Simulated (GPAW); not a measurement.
Crystal: GaSb.

```
Sb Ga
1.0
     0.00000    3.05900    3.05900
     3.05900    0.00000    3.05900
     3.05900    3.05900    0.00000
Sb Ga
1 1
Cartesian
  1.5295 1.5295 1.5295
  0.0000 0.0000 0.0000
```

Base run:

```yaml
Program: GPAW 26.7.0
Functional: revPBE
Potentials_or_basis: the program's PAW data sets (release 1.2.1) made for this functional
Cutoff: 600 eV
Basis: pw
k_mesh: 6 × 6 × 6
Occupations: fermi-dirac, width 0.05 eV
Spin: spin-orbit coupling, no magnetisation
```

Its results: pressure 3.5 GPa.

Question: The run is repeated on the same cell with these changes: functional from revPBE to BLYP; potentials or basis from the program's PAW data sets (release 1.2.1) made for this functional to PAW data sets generated in the run's folder for this functional. What comes out?

Answer: Pressure 5.3 GPa.

Caveats: spin-orbit coupling was added after a scalar SCF, so levels and gaps hold it while energy, forces, pressure and moments don't.

Not every run made on this cell is shown here.
